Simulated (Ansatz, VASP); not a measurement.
# One calculation of MgGe2N3, two programs

```
Mg Ge N
1.0
     5.36708    0.00017   -0.00006
    -0.01044    5.64780   -0.00010
    -0.03031   -2.72091    5.06076
Mg Ge N
2 4 6
Direct
  0.99615 0.33246 0.34116
  0.49404 0.65428 0.66040
  0.50518 0.99519 0.31785
  0.93878 0.00482 0.67137
  0.50155 0.34042 0.00754
  0.97773 0.66505 0.99855
  0.38280 0.29783 0.29777
  0.84743 0.97141 0.27306
  0.53171 0.03041 0.66514
  0.88570 0.65059 0.68476
  0.84287 0.39219 0.05078
  0.34606 0.66535 0.03162
```

Alike in both runs: task single point; functional PBE; k mesh 4 × 4 × 4; occupations gaussian, width 0.1 eV; no spin polarisation.

|  | VASP | Ansatz |
| --- | --- | --- |
| version | VASP 6.6.1 | Ansatz 0.2.0 |
| potentials or method | VASP PAW PBE potentials, release 64 (Mg, Ge_d, N) | scalar-relativistic, plane waves, PAW |
| plane-wave cutoff (eV) | 520 | 420 |
| valence electrons in the cell | 90 | 106 |

Ansatz gave:

* gap on the k mesh at the Fermi level (eV): 1.03
* least direct gap on the mesh (eV): 1.33
* pressure (GPa): 0.0
* rms of the force components (eV/Å): 0.003

Q: What did VASP give for the same quantities?

A: gap on the k mesh at the Fermi level (eV): 1.02; least direct gap on the mesh (eV): 1.32; pressure (GPa): -0.3; rms of the force components (eV/Å): 0.015.

Atom by atom the forces differ by 0.014 eV/Å (rms over components). The two sets of potentials don't hold the same shells in valence.

A k mesh can miss the band edges.
